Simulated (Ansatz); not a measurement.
A run of Ansatz 0.2.0:

Contents of input.yaml:

```yaml
crystal:
  lattice:
    - [3.926879, 0.0, 0.0]
    - [0.0, 4.003047, 0.0]
    - [-0.549155, 0.0, 5.572425]
  atoms:
    - { symbol: Ag, position: [0.820259, 0.751257, 0.78147] }
    - { symbol: Ag, position: [0.194763, 0.229523, 0.223326] }
    - { symbol: Cl, position: [0.286873, 0.241001, 0.734118] }
    - { symbol: Cl, position: [0.688595, 0.745137, 0.248188] }
hamiltonian:
  xc: pbe
  pseudopotentials: { kind: paw }
kpoints:
  mp_grid: { grid: [7, 7, 5] }
scf:
  occupations: { method: fermi_dirac, width: 0.05 }
output:
  forces: true
  stress: true
  eigenvalues: true
  write_density: true
  write_potential: true
  elf: true
  volumetric_format: npy
```

Potentials or basis: Ansatz PAW.

Launch:

```sh
$ ansatz run input.yaml --threads 2 --pin off --max-ram 5120MiB --backend cpu --events-out ev --progress --plain --runs-dir out
```

Hardware: 2 threads of Arm Neoverse V1 (shared host).

Question: How long does it take, and how much memory?

Answer: Wall time 20 s on 2 threads of Arm Neoverse V1, on a shared host, peak memory 0.5 GiB. Counts: scf iterations 6, plane waves 1731, k points 123, bands 32.
